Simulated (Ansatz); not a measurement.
## Two inputs for AlN with an Al vacancy

Cell: a supercell of AlN (wurtzite type, P6_3mc) built from a structure deposited in the COD, with the ions relaxed around the defect (PBE).

```yaml
crystal:
  lattice:
    - [6.22600, 0.00000, 0.00000]
    - [-3.11300, 5.39187, 0.00000]
    - [0.00000, 0.00000, 9.96200]
  atoms:
    - { symbol: Al, position: [0.16721, 0.33373, 0.48885] }
    - { symbol: Al, position: [0.16898, 0.83464, 0.99900] }
    - { symbol: Al, position: [0.16836, 0.83431, 0.50043] }
    - { symbol: Al, position: [0.66637, 0.33196, 0.99898] }
    - { symbol: Al, position: [0.66667, 0.33265, 0.50045] }
    - { symbol: Al, position: [0.66640, 0.83468, 0.99899] }
    - { symbol: Al, position: [0.66667, 0.83429, 0.50045] }
    - { symbol: Al, position: [0.33178, 0.16921, 0.24700] }
    - { symbol: Al, position: [0.33237, 0.16858, 0.75284] }
    - { symbol: Al, position: [0.33178, 0.66283, 0.24699] }
    - { symbol: Al, position: [0.33237, 0.66405, 0.75282] }
    - { symbol: Al, position: [0.83809, 0.16918, 0.24701] }
    - { symbol: Al, position: [0.83690, 0.16858, 0.75290] }
    - { symbol: Al, position: [0.83391, 0.66709, 0.24810] }
    - { symbol: Al, position: [0.83391, 0.66708, 0.75140] }
    - { symbol: N, position: [0.16719, 0.33372, 0.21826] }
    - { symbol: N, position: [0.16721, 0.33373, 0.68443] }
    - { symbol: N, position: [0.16671, 0.83348, 0.19145] }
    - { symbol: N, position: [0.16473, 0.83250, 0.68906] }
    - { symbol: N, position: [0.66750, 0.33429, 0.19146] }
    - { symbol: N, position: [0.66848, 0.33624, 0.68909] }
    - { symbol: N, position: [0.66750, 0.83347, 0.19146] }
    - { symbol: N, position: [0.66848, 0.83250, 0.68908] }
    - { symbol: N, position: [0.33733, 0.16367, 0.44178] }
    - { symbol: N, position: [0.34451, 0.15645, 0.93671] }
    - { symbol: N, position: [0.33733, 0.67392, 0.44178] }
    - { symbol: N, position: [0.34455, 0.68839, 0.93670] }
    - { symbol: N, position: [0.82702, 0.16365, 0.44180] }
    - { symbol: N, position: [0.81280, 0.15652, 0.93677] }
    - { symbol: N, position: [0.83390, 0.66708, 0.43957] }
    - { symbol: N, position: [0.83388, 0.66706, 0.94133] }
```

Sites (sets of like atoms) are named by element and the number of their first atom in this list.

Reference run. The numbers come from a DFT calculation in Ansatz (PBE, plane waves and PAW, scalar-relativistic, collinear spin, 420 eV cutoff, Γ-centred 4×4×2 k-points, Fermi–Dirac smearing 0.01 eV, cell charge -2). Start moments as typed (μB): 0 0 0 0 0 0 0 0 0 0 0 0 0 0 0 0.5 0 0 0 0 0 0 0 0 0.5 0 0.5 0 0.5 0 0 by atom.

Question: The input is changed as follows: `scf.occupations.width`: 0.01 → 0.2. What happens to V_zz (10²¹ V/m²) and η?

Answer: 

```
site  atom  V_zz reference  η reference  V_zz changed  η changed
 Al2     2            1.68         0.10          1.74       0.09
 Al3     3            0.48         0.14          0.47       0.07
 Al8     8           -2.71         0.66         -2.67       0.68
 Al9     9           -1.77         0.17         -1.79       0.18
 N16    16           -1.77         0.00         -1.12       0.00
 N17    17           -0.26         0.00         -0.20       0.00
 N18    18            0.24         0.18          0.23       0.56
 N24    24           -0.72         0.47         -0.64       0.51
 N25    25            2.03         0.11          1.63       0.19
 N29    29            2.01         0.11          1.62       0.19
 N30    30           -0.31         0.00         -0.33       0.00
 N31    31            0.44         0.00          0.49       0.00
```

The largest change of V_zz is on N16, from -1.77 to -1.12. In per cent, |V_zz| changes by -2 on Al, -20 on N (all sites that start above 2). Where |V_zz| stays above 0.1, η moves most on N18, from 0.18 to 0.56. The table leaves out 4 of the 16 sites, with |V_zz| up to 1.41; their tensors move by 0.02 at most along any direction. The statements above cover all sites. The absolute magnetisation of the cell goes from 1.1 to 0.6 μB. In the changed run the smearing of 0.20 eV is wide against a gap of 0.0 eV, so its values aren't converged ones.

On the reference run: The defect repeats with the cell of 31 atoms, so it feels its images: sites between two images don't show the values beside a lone defect, and zeros or small values of η there can come from the images' arrangement. Al and N carry a gradient in the pure host already, so the values there aren't the defect's effect alone. The centre was started off its lattice site, so that it could distort. A uniform background compensates the cell's charge. The defect cell has no gap above 0.1 eV on its mesh, so the values can hang on the smearing and the k-mesh.
